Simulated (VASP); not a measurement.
# PbS (R3m) in VASP: a series of runs

Runs on PbS. Level: LDA. Tasks: density of states, electric field gradients.

Everything below comes from runs of VASP 6.6.1. Logs are shortened: lines on timing, memory, paths and dates and some standing lists are left out, and cuts for length are marked.

**1. Starting point**

It takes space group R3m (No. 160, trigonal). The conventional cell has a = 4.225 Å, b = 4.225 Å, c = 10.356 Å, α = 90.00°, β = 90.00°, γ = 120.00°. Around Pb (site symmetry 3m) lie 6 S at 2.96 to 3.02 Å. S (site symmetry 3m) has 6 Pb at 2.96 to 3.02 Å as nearest neighbours.

The cell is a database's computed one.

**2. Density of states, LDA**

POSCAR

```
PbS
1.0
    2.1126617058      1.2197458045      3.4519162518
   -2.1126617058      1.2197458045      3.4519162518
    0.0000000000     -2.4394916091      3.4519162518
Pb S
1 1
Direct
    0.9805657800      0.9805657800      0.9805657800
    0.4750355500      0.4750355500      0.4750355500
```

INCAR.step1

```
SYSTEM = PbS
ALGO = Normal
EDIFF = 1E-7
ENCUT = 520
GGA = CA
ISIF = 2
ISMEAR = 0
LASPH = .TRUE.
LCHARG = .TRUE.
LREAL = .FALSE.
LWAVE = .FALSE.
NBANDS = 17
NELM = 60
PREC = Accurate
SIGMA = 0.02
```

KPOINTS.step1

```
k-points
0
G
  8 8 8
  0 0 0
```

INCAR.step2

```
SYSTEM = PbS
ALGO = Normal
EDIFF = 1E-7
ENCUT = 520
GGA = CA
ICHARG = 11
ISIF = 2
ISMEAR = -5
LASPH = .TRUE.
LCHARG = .FALSE.
LORBIT = 11
LREAL = .FALSE.
LWAVE = .FALSE.
NBANDS = 17
NEDOS = 2001
NELM = 60
PREC = Accurate
SIGMA = 0.02
```

KPOINTS.step2

```
k-points
0
G
  12 12 12
  0 0 0
```

Potentials or basis: VASP PAW LDA potentials, release 64 (Pb_d, S).

On the command line:

```
cat potpaw_LDA.64/Pb_d/POTCAR potpaw_LDA.64/S/POTCAR > POTCAR
cp INCAR.step1 INCAR
cp KPOINTS.step1 KPOINTS
mpirun -np 1 vasp_std > vasp.out
cp INCAR.step2 INCAR
cp KPOINTS.step2 KPOINTS
mpirun -np 1 vasp_std > vasp.out
```

OUTCAR:

```text
SYSTEM = PbS
   EDIFF = 1E-7
   ENCUT = 520
   GGA = CA
   ICHARG = 11
   ISIF = 2
   ISMEAR = -5
   LASPH = .TRUE.
   LORBIT = 11
   LREAL = .FALSE.
   NELM = 60
   PREC = Accurate

 ion  position               nearest neighbor table
   1  0.981  0.981  0.981-   2 2.96   2 2.96   2 2.96   2 3.02   2 3.02   2 3.02
   2  0.475  0.475  0.475-   1 2.96   1 2.96   1 2.96   1 3.02   1 3.02   1 3.02

  LATTYP: Found a trigonal (rhomboedric) cell.
 ALAT       =     4.2269191050
 COS(alpha) =     0.5003774362

  Lattice vectors:

 A1 = (   2.1126617058,   1.2197458045,   3.4519162518)
 A2 = (  -2.1126617058,   1.2197458045,   3.4519162518)
 A3 = (   0.0000000000,  -2.4394916091,   3.4519162518)

Analysis of symmetry for initial positions (statically):
=====================================================================
 Subroutine PRICEL returns:
 Original cell was already a primitive cell.

 Routine SETGRP: Setting up the symmetry group for a
 trigonal (rhombohedral) supercell.

 Subroutine GETGRP returns: Found  6 space group operations
 (whereof  6 operations were pure point group operations)
 out of a pool of 12 trial point group operations.

The static configuration has the point symmetry C_3v.

Analysis of symmetry for dynamics (positions and initial velocities):
=====================================================================
 Subroutine PRICEL returns:
 Original cell was already a primitive cell.

 Routine SETGRP: Setting up the symmetry group for a
 trigonal (rhombohedral) supercell.

 Subroutine GETGRP returns: Found  6 space group operations
 (whereof  6 operations were pure point group operations)
 out of a pool of 12 trial point group operations.

The dynamic configuration has the point symmetry C_3v.

 Subroutine INISYM returns: Found  6 space group operations
 (whereof  6 operations are pure point group operations),
 and found     1 'primitive' translations

----------------------------------------------------------------------------------------

                                     Primitive cell

  volume of cell :      53.3717

  direct lattice vectors                    reciprocal lattice vectors
     2.112661706  1.219745805  3.451916252     0.236668274  0.136640492  0.096564722
    -2.112661706  1.219745805  3.451916252    -0.236668274  0.136640492  0.096564722
     0.000000000 -2.439491609  3.451916252     0.000000000 -0.273280984  0.096564722

  length of vectors
     4.226919105  4.226919105  4.226919105     0.289840028  0.289840028  0.289840028

  position of ions in fractional coordinates (direct lattice)
     0.980565780  0.980565780  0.980565780
     0.475035550  0.475035550  0.475035550

  ion indices of the primitive-cell ions
   primitive index   ion index
                 1           1
                 2           2

----------------------------------------------------------------------------------------

 KPOINTS: k-points

Automatic generation of k-mesh.
 Grid dimensions read from file:
 generate k-points for:   12   12   12

 Generating k-lattice:

  Cartesian coordinates                     Fractional coordinates (reciprocal lattice)
     0.019722356  0.011386708  0.008047060     0.083333333  0.000000000  0.000000000
    -0.019722356  0.011386708  0.008047060     0.000000000  0.083333333  0.000000000
     0.000000000 -0.022773415  0.008047060     0.000000000  0.000000000  0.083333333

  Length of vectors
     0.024153336  0.024153336  0.024153336

  Shift w.r.t. Gamma in fractional coordinates (k-lattice)
     0.000000000  0.000000000  0.000000000

 TETIRR: Found    864 inequivalent tetrahedra from    10368

 Subroutine IBZKPT returns following result:
 ===========================================

 Found    189 irreducible k-points:

 Following reciprocal coordinates:
            Coordinates               Weight
  0.000000  0.000000  0.000000      1.000000
  0.083333 -0.000000 -0.000000      6.000000
  0.166667 -0.000000  0.000000      6.000000
  0.250000  0.000000  0.000000      6.000000
  0.333333 -0.000000 -0.000000      6.000000
  0.416667  0.000000  0.000000      6.000000
[... 16 lines left out ...]
  0.500000  0.166667  0.000000     12.000000
 -0.416667  0.166667 -0.000000     12.000000
 [... further k-points ...]
   k-points           NKPTS =    189   k-points in BZ     NKDIM =    189   number of bands    NBANDS=     17
   number of dos      NEDOS =   2001   number of ions     NIONS =      2
   total plane-waves  NPLWV =  32768
   dimension x,y,z NGX =    32 NGY =   32 NGZ =   32
   dimension x,y,z NGXF=    64 NGYF=   64 NGZF=   64
   ions per type =               1   1
   NGX,Y,Z   is equivalent  to a cutoff of  12.59, 12.59, 12.59 a.u.
   NGXF,Y,Z  is equivalent  to a cutoff of  25.17, 25.17, 25.17 a.u.
 SYSTEM =  PbS
   PREC   = accura    normal or accurate (medium, high low for compatibility)
   ISTART =      0    job   : 0-new  1-cont  2-samecut
   ICHARG =     11    charge: 1-file 2-atom 10-const
   ISPIN  =      1    spin polarized calculation?
   LNONCOLLINEAR =      F non collinear calculations
   LSORBIT =      F    spin-orbit coupling
   LASPH  =      T    aspherical Exc in radial PAW
   ENCUT  =  520.0 eV  38.22 Ry    6.18 a.u.   7.86  7.86  7.86*2*pi/ulx,y,z
   NELM   =     60;   NELMIN=  2; NELMDL=  0     # of ELM steps
   EDIFF  = 0.1E-06   stopping-criterion for ELM
   LREAL  =      F    real-space projection
   EDIFFG = 0.1E-05   stopping-criterion for IOM
   NSW    =      0    number of steps for IOM
   IBRION =     -1    ionic relax: 0-MD 1-quasi-New 2-CG
   NFREE  =      0    steps in history (QN), initial steepest desc. (CG)
   ISIF   =      2    stress and relaxation
   ISYM   =      2    0-nonsym 1-usesym 2-fastsym
   POTIM  = 0.5000    time-step for ionic-motion
   TEBEG  =    0.0;   TEEND  =   0.0 temperature during run
   PSTRESS=    0.0 pullay stress
   NELECT =      20.0000    total number of electrons
   NUPDOWN=      -1.0000    fix difference up-down
   EMIN   =  10.00;   EMAX   =-10.00  energy-range for DOS
   EFERMI =   0.00;   METHOD = LEGACY
   ISMEAR =    -5;   SIGMA  =   0.02  broadening in eV -4-tet -1-fermi 0-gaus
   EFERMI_NEDOS =   21; number of points for ismear=-14 and -15
   IALGO  =     38    algorithm
   IMIX   =      4    mixing-type and parameters
     AMIX     =   0.40;   BMIX     =  1.00
     AMIX_MAG =   1.60;   BMIX_MAG =  1.00
  volume/ion in A,a.u.               =      26.69       180.08
  Fermi-wavevector in a.u.,A,eV,Ry     =   1.180270  2.230386 18.953411  1.393036
  Thomas-Fermi vector in A             =   2.316565
   LORBIT       =     11    0 simple, 1 ext, 2 COOP (PROOUT), +10 PAW based schemes
   GGA     = CA    functional components
   LHFCALC =     F    Hartree Fock is set to
   AEXX    =    0.0000 exact exchange contribution
   IVDW    =     0    specifies the selected vdW correction
   LEPSILON=     F    determine dielectric tensor
   LRPA    =     F    only Hartree local field effects (RPA)
 non-spin polarized calculation
 Fermi weights with tetrahedron method with Bloechl corrections
  energy-cutoff  :      520.00
  volume of cell :       53.37
 maximum number of plane-waves:      1459

 number of electron      20.0000002 magnetization

 Free energy of the ion-electron system (eV)
  ---------------------------------------------------
  ext. energy  EPLUGINS =         0.00000000
  ---------------------------------------------------
  free energy    TOTEN  =        -9.95857955 eV

  energy without entropy =       -9.95857955  energy(sigma->0) =       -9.95857955

 E-fermi :   5.2696     XC(G=0):  -9.9252

 val. band max:        5.2666659735   @ k =   0.5000   0.0000   0.0000
 cond. band min:       5.5725022741   @ k =   0.5000   0.0000   0.0000
 fundamental gap:      0.3058363006
 Fermi energy:         5.2696222572

 k-point     1 :       0.0000    0.0000    0.0000
  band No.  band energies     occupation
      1     -11.4362      2.00000
      2     -11.4359      2.00000
      3     -11.4359      2.00000
      4     -11.4316      2.00000
      5     -11.4316      2.00000
      6      -8.0742      2.00000
[... 9 lines left out ...]
     16      12.0244      0.00000
     17      13.7968      0.00000

 k-point     2 :       0.0833   -0.0000   -0.0000
  band No.  band energies     occupation
      1     -11.4358      2.00000
      2     -11.4352      2.00000
      3     -11.4351      2.00000
      4     -11.4313      2.00000
      5     -11.4313      2.00000
      6      -8.0152      2.00000
[... 9 lines left out ...]
     16      12.1978      0.00000
     17      14.4218      0.00000

 k-point     3 :       0.1667   -0.0000    0.0000
  band No.  band energies     occupation
      1     -11.4398      2.00000
      2     -11.4394      2.00000
      3     -11.4347      2.00000
      4     -11.4243      2.00000
      5     -11.4242      2.00000
      6      -7.8433      2.00000
[... 9 lines left out ...]
     16      12.5958      0.00000
     17      15.6186      0.00000

 k-point     4 :       0.2500    0.0000    0.0000
  band No.  band energies     occupation
      1     -11.4467      2.00000
      2     -11.4462      2.00000
      3     -11.4338      2.00000
      4     -11.4137      2.00000
      5     -11.4135      2.00000
      6      -7.5765      2.00000
[... 9 lines left out ...]
     16      13.2048      0.00000
     17      16.9267      0.00000
[... 343 lines left out ...]
      1     -11.4829      2.00000
      2     -11.4403      2.00000
      3     -11.4349      2.00000
      4     -11.4055      2.00000
      5     -11.3923      2.00000
      6      -6.9802      2.00000
[... 9 lines left out ...]
     16      15.6066      0.00000
     17      16.4790      0.00000

 k-point    23 :       0.5000    0.1667    0.0000
  band No.  band energies     occupation
      1     -11.4842      2.00000
      2     -11.4459      2.00000
      3     -11.4293      2.00000
      4     -11.4034      2.00000
      5     -11.3900      2.00000
      6      -6.7537      2.00000
[... 9 lines left out ...]
     16      15.6873      0.00000
     17      16.0597      0.00000

 k-point    24 :      -0.4167    0.1667   -0.0000
  band No.  band energies     occupation
      1     -11.4798      2.00000
      2     -11.4496      2.00000
      3     -11.4257      2.00000
      4     -11.4025      2.00000
      5     -11.3935      2.00000
      6      -6.7179      2.00000
[... 9 lines left out ...]
     16      14.8167      0.00000
     17      16.6217      0.00000

 [... further k-points ...]

------------------------ aborting loop because EDIFF is reached ----------------------------------------

  FORCE on cell =-STRESS in cart. coord.  units (eV):
  Direction    XX          YY          ZZ          XY          YZ          ZX
  --------------------------------------------------------------------------------------
  -------------------------------------------------------------------------------------
  Total       -1.2135854     -1.2135854     -1.2055751      0.0000000      0.0000000      0.0000000
  in kB      -36.4309196    -36.4309196    -36.1904550      0.0000000      0.0000000      0.0000000
  external PRESSURE =     -36.3507647 kB  Pullay stress =       0.0000000 kB

 VOLUME and BASIS-vectors are now :
 -----------------------------------------------------------------------------
  energy-cutoff  :      520.00
  volume of cell :       53.37
      direct lattice vectors                 reciprocal lattice vectors
     2.112661706  1.219745805  3.451916252     0.236668274  0.136640492  0.096564722
    -2.112661706  1.219745805  3.451916252    -0.236668274  0.136640492  0.096564722
     0.000000000 -2.439491609  3.451916252     0.000000000 -0.273280984  0.096564722

 POSITION                                       TOTAL-FORCE (eV/Angst)
 -----------------------------------------------------------------------------------
      0.00000     -0.00000     10.15449         0.000000      0.000000     -0.000209
      0.00000     -0.00000      4.91935         0.000000     -0.000000      0.000209
 -----------------------------------------------------------------------------------
    total drift:                                0.000000     -0.000000      0.000372

  FREE ENERGIE OF THE ION-ELECTRON SYSTEM (eV)
  ---------------------------------------------------
  free  energy   TOTEN  =        -9.9585795494 eV

  energy  without entropy=       -9.9585795494  energy(sigma->0) =       -9.95857955

 total charge

# of ion       s       p       d       tot
------------------------------------------
    1        1.481   0.515   9.839  11.834
    2        1.351   2.308   0.000   3.659
--------------------------------------------------
tot          2.832   2.823   9.839  15.494
```

Wall time 52 s (1 thread of Intel Xeon 6975P-C (Granite Rapids), shared host); peak memory 0.28 GiB.

Results:

* Valence electrons inside the program's atomic spheres: Pb 11.83; S 3.66

States per cell in windows of 1 eV (zero at the valence-band top; states under -8 eV left out):
```csv
from (eV),total,S2_p,Pb1_p,Pb1_s,S2_s,Pb1_d,S2_d
-8.0,0.97,0.04,0.00,0.55,0.09,0.00,0.00
-7.0,0.09,0.00,0.00,0.05,0.02,0.00,0.00
-6.0,0.00,0.00,0.00,0.00,0.00,0.00,0.00
-5.0,0.50,0.13,0.07,0.01,0.00,0.00,0.00
-4.0,1.32,0.42,0.15,0.02,0.01,0.01,0.00
-3.0,2.03,0.78,0.17,0.04,0.01,0.02,0.00
-2.0,1.58,0.66,0.08,0.11,0.01,0.02,0.00
-1.0,0.58,0.23,0.02,0.09,0.01,0.01,0.00
0.0,0.08,0.01,0.02,0.00,0.01,0.00,0.00
1.0,0.86,0.07,0.26,0.01,0.05,0.00,0.00
2.0,1.33,0.13,0.48,0.01,0.03,0.01,0.00
3.0,1.70,0.27,0.51,0.02,0.01,0.02,0.00
4.0,1.91,0.45,0.48,0.01,0.00,0.02,0.00
5.0,0.49,0.08,0.12,0.00,0.00,0.02,0.00
6.0,0.78,0.02,0.12,0.00,0.00,0.05,0.00
7.0,1.00,0.02,0.10,0.01,0.00,0.07,0.00
```

(Continued in part 2 of 2.)
